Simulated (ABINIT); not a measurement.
Crystal: HfC.

```
CELL_PARAMETERS angstrom
0.00000 2.32500 2.32500
2.32500 0.00000 2.32500
2.32500 2.32500 0.00000
ATOMIC_POSITIONS crystal
Hf 0.50000 0.50000 0.50000
C 0.00000 0.00000 0.00000
```

Base run:

```yaml
Program: ABINIT 10.8.3 (patched build)
Functional: BP86
Potentials_or_basis: JTH PAW PBE v2.0
Cutoff: 544 eV
k_mesh: 10 × 10 × 10
Occupations: fermi-dirac, width 0.05 eV
Spin: no spin polarisation
```

Its results: band gap on the k mesh none (metal or under the smearing width); pressure 0.6 GPa.

Q: The run is repeated on the same cell with these changes: functional from BP86 to LDA-PZ; potentials or basis from JTH PAW PBE v2.0 to JTH PAW LDA v2.0. What comes out?

A: Band gap on the k mesh none (metal or under the smearing width); pressure -12.0 GPa.

Caveats: spin-orbit coupling is left out, which moves the levels of the heavy elements; the PAW data sets were made with another functional, which shifts forces and pressure a little (some runs).
